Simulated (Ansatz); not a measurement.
# Gap against strain: armchair WS2 nanoribbon (N = 9, bare edges)

How it was computed: Ansatz 0.2.0, plane waves with PAW datasets, PBE, Fermi-Dirac smearing of 0.05 eV, no spin-orbit coupling. The period is scaled from its relaxed value of 5.482 Å and the atoms relax, within the symmetry of the start, at each strain ε (in %); gaps, in eV, are read on a band path.

```tsv
period (Å)	energy (eV a cell)	place of the conduction minimum (Γ = 0, Z = 1)	ε	gap
5.263	+0.476	0.00	−4	0.326
5.373	+0.116	0.00	−2	0.353
5.482	0.000	0.00	0	0.3819
5.592	+0.107	0.00	2	0.409
5.702	+0.412	0.00	4	0.429
```

One run is withheld: period (Å) = 5.811, with ε = 6. Fit a straight line gap = a + b × ε to the 5 rows shown and predict it.

**Fit.** The means are 0 for ε and 0.3798 for gap. The sum of products of deviations is 0.524 and the sum of squares in ε is 40, so b = 0.524 / 40 = 0.0131 and a = 0.3798 − (0.0131) × 0 = 0.3798. The residuals' standard deviation, with 3 degrees of freedom, is σ = 0.003.

**Prediction.** gap = 0.3798 + (0.0131) × 6 = 0.4584. The run gave 0.412, so the prediction less the run is +0.046. The standard error of a prediction there, σ√(1 + 1/5 + (6 − 0)²/40), is 0.0043, and the miss is 11 times that, for a point outside the fitted range. With so few rows σ is itself uncertain.

The gap does not move one way: it turns somewhere between ε = 2 and 6 %, and the true extreme can lie between the rows, beyond the values shown.

Caveats: Kohn-Sham gaps of a wire among periodic images, which in a check on one flat ribbon (7 Å apart) lowered the gap by 0.2 eV and flattened the slope; the slope b × 100 is a mean deformation potential of the gap, in eV per unit strain. Between neighbouring runs it lies between −0.9 and 1.4 eV, so a bend, a kink or scatter between runs makes one line a rough account. The unstrained row comes from a denser mesh than the others, which shifts its energy a little. Series of this kind are told only where this holds: a gap at every strain (compound wires with polar facets were set aside first). 88 of 101 did.

[Logs are printed without paths, hosts, clocks, repeated set-up lines and the standing remarks that a program may print on its own settings, such as how far it seeks lower states.]
